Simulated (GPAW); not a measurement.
# LiBr (Fm-3m): G0W0 on several meshes in GPAW

Wanted: mesh dependence and cost of G0W0 for LiBr (Fm-3m).

Program: GPAW 26.7.0. Level of theory: PBE and many-body steps on it, plane waves. Results are calculated unless marked as measured.

## Step 1: Set-up

It takes space group Fm-3m (No. 225, cubic). Conventional cell: a = 5.501 Å, b = 5.501 Å, c = 5.501 Å, α = 90.00°, β = 90.00°, γ = 90.00°. Nearest to Li lie 6 Br at 2.75 Å. Nearest to Br lie 6 Li at 2.75 Å. Farther neighbours and most contacts between anions are not listed.

As a file:

```cif
data_structure
_symmetry_space_group_name_H-M 'P 1'
_symmetry_Int_Tables_number 1
_cell_length_a 3.8900
_cell_length_b 3.8900
_cell_length_c 3.8900
_cell_angle_alpha 60.000
_cell_angle_beta 60.000
_cell_angle_gamma 60.000
_cell_volume 41.62
loop_
_atom_site_label
_atom_site_type_symbol
_atom_site_fract_x
_atom_site_fract_y
_atom_site_fract_z
_atom_site_occupancy
Li1 Li 0.00000 0.00000 0.00000 1
Br2 Br 0.50000 0.50000 0.50000 1
```

The cell and positions come from the Crystallography Open Database and are kept as given unless a step says otherwise.

## Step 2: Empty states on the mesh, 4×4×4 mesh, 383 bands

This step: GPAW 26.7.0; DFT, PBE, plane waves, PAW.

The sums over transitions need many empty states on a uniform mesh; this step solves for them.

The input, run.py:

```python
import json
import numpy as np
from gpaw.mpi import world
from gpaw import GPAW

calc = GPAW('gs.gpw').fixed_density(kpts={'size': (4, 4, 4), 'gamma': True},
    parallel={'domain': 1, 'band': 1},
    txt='nscf.txt')
calc.diagonalize_full_hamiltonian(nbands=383)
calc.write('full.gpw', mode='all')
res = {}
kpts = calc.get_ibz_k_points()
res['kpts'] = kpts
res['eigenvalues'] = [calc.get_eigenvalues(kpt=k) for k in range(len(kpts))]
res['n_electrons'] = calc.get_number_of_electrons()

if world.rank == 0:
    with open('result.json', 'w') as f:
        json.dump(res, f, default=lambda x: x.tolist())
```

Command:

```
$ mpirun -n 4 gpaw python run.py
```

Numbers of over 12 decimals in the logs are rounded to 6 here.

Output:

```text
Diagonalizing LCAO Hamiltonian
Converting LCAO to pw mode
convergence criteria:
- Maximum integral of absolute [eigenst]ate change: 4e-08 eV^2 / valence electron
maximum number of iterations: 100

SCF iterations
|iter     |     time |      energy | eigst |  dens |
|iter:   1|  |             | +0.87 |       |
|iter:   2|  |             | -0.40 |       |
|iter:   3|  |             | -1.21 |       |
|iter:   4|  |             | -1.50 |       |
|iter:   5|  |             | -3.52 |       |
|iter:   6|  |             | -5.25 |       |
|iter:   7|  |             | -6.28 |       |
|iter:   8|  |             | -7.79c|       |
SCF steps: 8
  __  _  _
 | _ |_)|_||  |
 |__||  | ||/\| - 26.7.0

Input parameters:
  mode=PW(ecut=600.0),
  convergence={'density': 1e-06, 'bands': -3},
  gpts=array([24, 24, 24]),
  kpts=MonkhorstPack(size=(4, 4, 4), gamma=True),
  maxiter=100,
  nbands=11,
  occupations=Occupations(name='fermi-dirac', width=0.001, fixmagmom=False),
  parallel={'domain': 1, 'band': 1},
  xc=XC(name='PBE')
Matrix size: 1411x1411
# Writing to full.gpw (mode='all')
  [... matrices ...]

timing:  # [seconds]
  Total: 6.716  # ━━━━━━━━━━━━━━━━━━━━━━━━━━━━━━━━━━━━━━━━━━━━━━━━━━━━━━━━━━━
```

It took 10 s on 4 MPI ranks of Arm Neoverse V1, shared host; peak memory 1.3 GiB; 41 s of CPU time.

This step gave:

* gap: 4.936 eV
* k of the valence top: 0, 0, 0
* k of the conduction bottom: 0, 0, 0
* least direct gap: 4.936 eV
* k points computed: 8
* lowest point of the top converged band, above the valence top: 243.4712 eV

On this mesh the gap is 4.936 eV.

## Step 3: 4×4×4

G0W0 replaces the xc potential by the self-energy, built once from these orbitals. Only a window of levels is corrected, while the sums run over the empty bands that the input names.

This step: G0W0 on PBE, plane waves, PAW.

The input, run.py:

```python
import json
import numpy as np
from gpaw.mpi import world
from gpaw.response.g0w0 import G0W0

gw = G0W0('full.gpw',
    filename='gw',
    kpts=[0],
    bands=(2, 6),
    ecut=75,
    nbands=61,
    integrate_gamma='WS',
    ppa=True)
gw.calculate()
res = {mode: {k: v for k, v in r.items() if k != 'sigma_eskwn'}
       for mode, r in gw.all_results.items()}

if world.rank == 0:
    with open('result.json', 'w') as f:
        json.dump(res, f, default=lambda x: x.tolist())
```

Command:

```
$ mpirun -n 4 gpaw python run.py
```

Output:

```text
Using integrator: PointIntegrator
FrequencyGridDescriptor(from 0.000+0.000j to 0.000+27.211j eV, 2 points)
Nonperiodic BCs:  [False False False]
Using integrator: PointIntegrator
FrequencyGridDescriptor(from 0.000+0.000j to 0.000+27.211j eV, 2 points)
Nonperiodic BCs:  [False False False]
  ___  _ _ _
 |   || | | |
 | | || | | |
 |__ ||_____|
 |___|

BZ k-points: Symmetries present (total): 48

  [... matrices ...]
64 k-points: 4 x 4 x 4 Monkhorst-Pack grid + [1/8,1/8,1/8]
8 k-points in the irreducible part of the Brillouin zone
       k-points in crystal coordinates                weights
   0:     0.00000000    0.00000000    0.00000000          1/64
   1:     0.25000000    0.25000000    0.00000000          6/64
   2:     0.25000000    0.25000000    0.25000000          8/64
   3:     0.50000000    0.25000000   -0.25000000          6/64
   4:     0.50000000    0.25000000    0.25000000         12/64
   5:     0.50000000    0.50000000    0.00000000          3/64
   6:     0.50000000    0.50000000    0.25000000         24/64
   7:     0.50000000    0.50000000    0.50000000          4/64

Distributing spins, k-points and bands (1 x 1 x 4) over 4 processes
Number of blocks: 1

Quasi particle states:
k-points (IBZ indices): [0]
Band range: (2, 6)
  [... matrices ...]
Computational parameters:
Plane wave cut-off: 75 eV
Number of bands: 61
Coulomb cutoff: None
Broadening: 0.1 eV

fxc modes: GW
Kernel: RPA
Using Godby-Needs plasmon-pole approximation:
  Fitting energy: i*E0, E0 = 1.000 Hartree
Summing all q:

Calculating screened Coulomb potential
No Coulomb truncation
FrequencyGridDescriptor(from 0.000+0.000j to 0.000+27.211j eV, 2 points)
Removing empty qpoint cache files...

Calculating chi0 body with:
    Ground state adapter containing:
    Number of spins: 1
    Number of kpoints: 64
    Number of irreducible kpoints: 8
    Number of completely occupied states: 4
    Number of partially occupied states: 4
    Occupied states memory: 0.84375 M / cpu

    Linear response parametrization:
    q_c: [0.0, 0.0, 0.0]
    Number of frequency points: 2
    Planewave cutoff: 75.0
    Number of bands: 61
    Number of planewaves: 59
    Broadening (eta): 1e-06
    comm.size: 4
    kncomm.size: 4
    blockcomm.size: 1

    Memory estimate of potentially large arrays:
        chi0_wGG: 0.106232 M / cpu
Integrating chi0 body.

Symmetries of q_c:
    Direct symmetries (Uq -> q): 48
    Indirect symmetries (TUq -> q): 0
In total 48 allowed symmetries.

  [... matrices ...]
8 groups of equivalent kpoints. 87.5% reduction.

Integral kind: response function
Integrating chi0 head and wings.

Symmetries of q_c:
    Direct symmetries (Uq -> q): 48
    Indirect symmetries (TUq -> q): 0
In total 48 allowed symmetries.

  [... matrices ...]
8 groups of equivalent kpoints. 87.5% reduction.

Integral kind: response function wings

Calculating chi0 body with:
    Ground state adapter containing:
    Number of spins: 1
    Number of kpoints: 64
    Number of irreducible kpoints: 8
    Number of completely occupied states: 4
    Number of partially occupied states: 4
    Occupied states memory: 0.84375 M / cpu

    Linear response parametrization:
[... the further q-points ...]

Results:
f:      Occupation numbers
eps:     KS-eigenvalues [eV]
vxc:     KS vxc [eV]
exx:     Exact exchange [eV]
sigma:   Self-energies [eV]
dsigma:  Self-energy derivatives
Z:       Renormalization factors
qp:      QP-energies [eV]

k-point 0 (0): (0.000, 0.000, 0.000)                GW
band       f     eps     vxc     exx   sigma  dsigma       Z      qp
                                                                   GW
   2   1.000   0.844 -16.264 -19.872   2.088  -0.223   0.818  -0.399
   3   1.000   0.844 -16.264 -19.872   2.088  -0.223   0.818  -0.398
   4   0.000   5.781 -10.392  -6.204  -3.265  -0.182   0.846   6.561
   5   0.000  11.387  -9.104  -4.408  -3.578  -0.199   0.834  12.319
```

The job ended after 12 s (4 MPI ranks; peak memory 0.91 GiB).

This step gave:

```
G0W0 gap on the points computed              : 6.959 eV
least direct G0W0 gap on the computed points : 6.959 eV
Z at the valence top                         : 0.8176
Z at the conduction bottom                   : 0.8459
starting gap on the mesh                     : 4.936 eV
k of the valence top                         : 0, 0, 0
k of the conduction bottom                   : 0, 0, 0
```

The gap on the mesh goes from 4.94 eV to 6.96 eV, a correction of +2.02 eV.

## Step 4: Empty states on the mesh, 6×6×6 mesh, 71 bands

This step: DFT, PBE, plane waves, PAW.

The input, run.py:

```python
import json
import numpy as np
from gpaw.mpi import world
from gpaw import GPAW

calc = GPAW('gs.gpw').fixed_density(kpts={'size': (6, 6, 6), 'gamma': True},
    nbands=82,
    convergence={'bands': 71},
    txt='nscf.txt')
calc.write('full.gpw', mode='all')
res = {}
kpts = calc.get_ibz_k_points()
res['kpts'] = kpts
res['eigenvalues'] = [calc.get_eigenvalues(kpt=k) for k in range(len(kpts))]
res['n_electrons'] = calc.get_number_of_electrons()

if world.rank == 0:
    with open('result.json', 'w') as f:
        json.dump(res, f, default=lambda x: x.tolist())
```

Command:

```
$ mpirun -n 4 gpaw python run.py
```

Output:

```text
Diagonalizing LCAO Hamiltonian
Converting LCAO to pw mode
convergence criteria:
- Maximum integral of absolute [eigenst]ate change: 4e-08 eV^2 / valence electron
maximum number of iterations: 100

SCF iterations
|iter     |     time |      energy | eigst |  dens |
|iter:   1|  |             | +4.57 |       |
|iter:   2|  |             | +3.38 |       |
|iter:   3|  |             | +2.32 |       |
[...]
|iter:  15|  |             | -6.35 |       |
|iter:  16|  |             | -6.89 |       |
|iter:  17|  |             | -7.44c|       |
SCF steps: 17
  __  _  _
 | _ |_)|_||  |
 |__||  | ||/\| - 26.7.0

Input parameters:
  mode=PW(ecut=600.0),
  convergence={'bands': 71},
  gpts=array([24, 24, 24]),
  kpts=MonkhorstPack(size=(6, 6, 6), gamma=True),
  maxiter=100,
  nbands=82,
  occupations=Occupations(name='fermi-dirac', width=0.001, fixmagmom=False),
  parallel={},
  xc=XC(name='PBE')
# Writing to full.gpw (mode='all')
  [... matrices ...]

timing:  # [seconds]
  Total: 0.042  # ━━━━━━━━━━━━━━━━━━━━━━━━━━━━━━━━━━━━━━━━━━━━━━━━━━━━━━━━━━━
```

The job ended after 19 s (4 MPI ranks; peak memory 0.68 GiB; 76 s of CPU time).

Numbers from this step:

| Property | Result |
| --- | --- |
| gap | 4.936 eV |
| k of the valence top | 0, 0, 0 |
| k of the conduction bottom | 0, 0, 0 |
| least direct gap | 4.936 eV |
| k points computed | 16 |
| lowest point of the top converged band, above the valence top | 73.1467 eV |

On this mesh the gap is 4.936 eV.

## Step 5: 6×6×6

This step: G0W0 on PBE, plane waves, PAW.

The input, run.py:

```python
import json
import numpy as np
from gpaw.mpi import world
from gpaw.response.g0w0 import G0W0

gw = G0W0('full.gpw',
    filename='gw',
    kpts=[0],
    bands=(2, 6),
    ecut=75,
    nbands=61,
    integrate_gamma='WS',
    ppa=True)
gw.calculate()
res = {mode: {k: v for k, v in r.items() if k != 'sigma_eskwn'}
       for mode, r in gw.all_results.items()}

if world.rank == 0:
    with open('result.json', 'w') as f:
        json.dump(res, f, default=lambda x: x.tolist())
```

Command:

```
$ mpirun -n 4 gpaw python run.py
```

Output:

```text
Using integrator: PointIntegrator
FrequencyGridDescriptor(from 0.000+0.000j to 0.000+27.211j eV, 2 points)
Nonperiodic BCs:  [False False False]
Using integrator: PointIntegrator
FrequencyGridDescriptor(from 0.000+0.000j to 0.000+27.211j eV, 2 points)
Nonperiodic BCs:  [False False False]
  ___  _ _ _
 |   || | | |
 | | || | | |
 |__ ||_____|
 |___|

BZ k-points: Symmetries present (total): 48

  [... matrices ...]
216 k-points: 6 x 6 x 6 Monkhorst-Pack grid + [1/12,1/12,1/12]
16 k-points in the irreducible part of the Brillouin zone
       k-points in crystal coordinates                weights
   0:     0.00000000    0.00000000    0.00000000          1/216
   1:     0.16666667    0.16666667    0.00000000          6/216
   2:     0.16666667    0.16666667    0.16666667          8/216
[...]
9:     0.50000000    0.33333333   -0.16666667         12/216
          ...
  15:     0.50000000    0.50000000    0.50000000          4/216

Distributing spins, k-points and bands (1 x 1 x 4) over 4 processes
Number of blocks: 1

Quasi particle states:
k-points (IBZ indices): [0]
Band range: (2, 6)
  [... matrices ...]
Computational parameters:
Plane wave cut-off: 75 eV
Number of bands: 61
Coulomb cutoff: None
Broadening: 0.1 eV

fxc modes: GW
Kernel: RPA
Using Godby-Needs plasmon-pole approximation:
  Fitting energy: i*E0, E0 = 1.000 Hartree
Summing all q:

Calculating screened Coulomb potential
No Coulomb truncation
FrequencyGridDescriptor(from 0.000+0.000j to 0.000+27.211j eV, 2 points)
Removing empty qpoint cache files...

Calculating chi0 body with:
    Ground state adapter containing:
    Number of spins: 1
    Number of kpoints: 216
    Number of irreducible kpoints: 16
    Number of completely occupied states: 4
    Number of partially occupied states: 4
    Occupied states memory: 0.84375 M / cpu

    Linear response parametrization:
    q_c: [1.3877787807814457e-17, 1.3877787807814457e-17, 1.3877787807814457e-17]
    Number of frequency points: 2
    Planewave cutoff: 75.0
    Number of bands: 61
    Number of planewaves: 59
    Broadening (eta): 1e-06
    comm.size: 4
    kncomm.size: 4
    blockcomm.size: 1

    Memory estimate of potentially large arrays:
        chi0_wGG: 0.106232 M / cpu
Integrating chi0 body.

Symmetries of q_c:
    Direct symmetries (Uq -> q): 48
    Indirect symmetries (TUq -> q): 0
In total 48 allowed symmetries.

  [... matrices ...]
16 groups of equivalent kpoints. 92.592593% reduction.

Integral kind: response function
Integrating chi0 head and wings.

Symmetries of q_c:
    Direct symmetries (Uq -> q): 48
    Indirect symmetries (TUq -> q): 0
In total 48 allowed symmetries.

  [... matrices ...]
16 groups of equivalent kpoints. 92.592593% reduction.

Integral kind: response function wings

Calculating chi0 body with:
    Ground state adapter containing:
    Number of spins: 1
    Number of kpoints: 216
    Number of irreducible kpoints: 16
    Number of completely occupied states: 4
    Number of partially occupied states: 4
[... the further q-points ...]

Results:
f:      Occupation numbers
eps:     KS-eigenvalues [eV]
vxc:     KS vxc [eV]
exx:     Exact exchange [eV]
sigma:   Self-energies [eV]
dsigma:  Self-energy derivatives
Z:       Renormalization factors
qp:      QP-energies [eV]

k-point 0 (0): (0.000, 0.000, 0.000)                GW
band       f     eps     vxc     exx   sigma  dsigma       Z      qp
                                                                   GW
   2   1.000   0.844 -16.264 -19.835   2.056  -0.224   0.817  -0.393
   3   1.000   0.844 -16.264 -19.835   2.056  -0.224   0.817  -0.392
   4   0.000   5.781 -10.392  -6.257  -3.220  -0.181   0.847   6.556
   5   0.000  11.387  -9.104  -4.418  -3.564  -0.189   0.841  12.331
```

Wall time 44 s (4 MPI ranks); peak memory 0.88 GiB; 2.9 min of CPU time.

This step gave:

```
G0W0 gap on the points computed              : 6.948 eV
least direct G0W0 gap on the computed points : 6.948 eV
Z at the valence top                         : 0.8168
Z at the conduction bottom                   : 0.8470
starting gap on the mesh                     : 4.936 eV
k of the valence top                         : 0, 0, 0
k of the conduction bottom                   : 0, 0, 0
```

Against G0W0 in GPAW (4×4×4 mesh, 61 bands, screening to 75 eV, Godby-Needs plasmon pole), the gap moves by −0.011 eV.

## Step 6: The runs together

Times are wall times on 4 MPI ranks of Arm Neoverse V1, shared host, good to a factor of about two.

| run | mesh | bands | screening cutoff (eV) | DFT gap (eV) | gap on the mesh (eV) | direct (eV) | time |
| --- | --- | --- | --- | --- | --- | --- | --- |
| 4×4×4 | 4×4×4 | 61 | 75 | 4.936 | 6.959 | 6.959 | 12 s |
| 6×6×6 | 6×6×6 | 61 | 75 | 4.936 | 6.948 | 6.948 | 44 s |

## Step 7: Summary of results

| Item | Value |
| --- | --- |
| 4×4×4 | 6.959 eV |
| 6×6×6 | 6.948 eV |
| known limits | not at the basis limit; no spin-orbit coupling; coarse k mesh |

6×6×6: −0.011 eV against 4×4×4. Bands and cutoff are finite, so the gap is not at the basis limit. The miss can reach some tenths of an eV and take either sign; the mesh is an error of its own. These stock PAW sets were not made for GW; the filled d or f shell of Br lies in the frozen core, which bears on start and correction. In the G0W0 runs levels were corrected at 1 k point alone, so a gap called «on the mesh» is the least over those, and an edge elsewhere would be missed. The 4×4×4 mesh is coarse for this cell, which bears on the long-range parts of exchange and screening. The many-body steps are scalar-relativistic: spin-orbit coupling is not in them.

[Paths, hosts, dates, memory and timing lines, banners, echoed tables and standing remarks are left out of the program output.]

[Logs are printed without paths, hosts, clocks, repeated set-up lines and the standing remarks that a program may print on its own settings, such as how far it seeks lower states.]

[Runs of the session that timed out or met a known fault of the program may be left out.]

[Hosts, paths, dates, database ids (printed as entryN), source tags and the programs' standing remarks are cut or masked in the printed files.]
